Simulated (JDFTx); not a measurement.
Crystal: Bi.

```xyz
2
Lattice="2.2675 1.3091 3.9380 -2.2675 1.3091 3.9380 0.0000 -2.6183 3.9380" Properties=species:S:1:pos:R:3 pbc="T T T"
Bi    0.0000    0.0000    9.0495
Bi    0.0000    0.0000    2.7645
```

- Program: JDFTx 1.7.0 (patched build)
- Task: relaxation of cell and atoms
- Functional: RPBE
- Potentials or basis: PseudoDojo-SR-PBE-0.4.1-standard with smoothed tails
- Cutoff: 898 eV
- Density cutoff: 7184 eV
- k mesh: 6 × 6 × 6
- Occupations: fermi-dirac, width 0.05 eV
- Spin: no spin polarisation

At the start: pressure 3.5 GPa; volume 35.07 Å³/atom.

Task: How do energy, volume and symmetry change on relaxing?

Result: Over 15 steps the energy falls by 30.4 meV/atom and the volume is 38.35 Å³/atom (+9.4 %); space group R-3m (No. 166, to 0.05 Å).

Step by step:
```
step  energy change (eV)  largest force (eV/Å)  pressure (GPa)  volume (Å³)
   1              0.0000                0.1673            3.49        70.14
   2             -0.0130                0.0809            2.93        70.72
   3             -0.0373                0.0711            1.58        72.46
   4             -0.0503                0.1200            0.57        74.23
   5             -0.0549                0.1282           -0.53        76.73
   6             -0.0559                0.0684           -0.63        77.39
   7             -0.0590                0.0379           -0.18        76.99
   8             -0.0596                0.0268           -0.06        76.64
   9             -0.0602                0.0090            0.06        76.35
  10             -0.0604                0.0112           -0.01        76.47
  11             -0.0605                0.0081           -0.02        76.53
  12             -0.0607                0.0033            0.04        76.49
  13             -0.0607                0.0120           -0.03        76.66
  14             -0.0607                0.0075           -0.06        76.78
  15             -0.0607                0.0008           -0.01        76.71
```

Final structure:
```
Bi
1.0
     2.30977    1.33355    4.15070
    -2.30977    1.33355    4.15070
     0.00000   -2.66710    4.15070
Bi
2
Direct
  0.76860 0.76860 0.76860
  0.23140 0.23140 0.23140
```

Caveat: the plane waves are those of the starting cell, so after so large a change of volume the result is rough; the potentials were made for another functional, which shifts forces and pressure.
